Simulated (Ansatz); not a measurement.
We consider zinc-blende InN (metastable phase), described by PBEsol+SOC (PAW; Ansatz, a first-principles code).

Run with plane-wave cutoff 520 eV, 12×12×12 k mesh, Fermi–Dirac smearing 0.01 eV, PAW data made under PBE.

Cell (relaxed at this level):

```cif
data_InN
_chemical_formula_sum 'In1 N1'
_space_group_name_H-M_alt 'P 1'
_space_group_IT_number 1
_cell_length_a 3.52502
_cell_length_b 3.52502
_cell_length_c 3.52502
_cell_angle_alpha 60.000
_cell_angle_beta 60.000
_cell_angle_gamma 60.000
loop_
_space_group_symop_operation_xyz
  'x, y, z'
loop_
_atom_site_label
_atom_site_type_symbol
_atom_site_fract_x
_atom_site_fract_y
_atom_site_fract_z
_atom_site_occupancy
In1 In 0.00000 0.00000 0.00000 1
N1 N 0.25000 0.25000 0.25000 1
```

**Question.** Estimate the bulk modulus and pressure derivative B′ of the bulk modulus that the calculation returns.

**Answer.** 
- bulk modulus = 136 GPa
- pressure derivative B′ of the bulk modulus = 4.6

The run finds no gap.

Note: the gap of the solid is closed in this run; this level leaves the solid without a gap, although one is measured.

Static lattice: no zero-point or thermal effects.

Cost on a shared machine: around 2.8 core-minutes (rough).
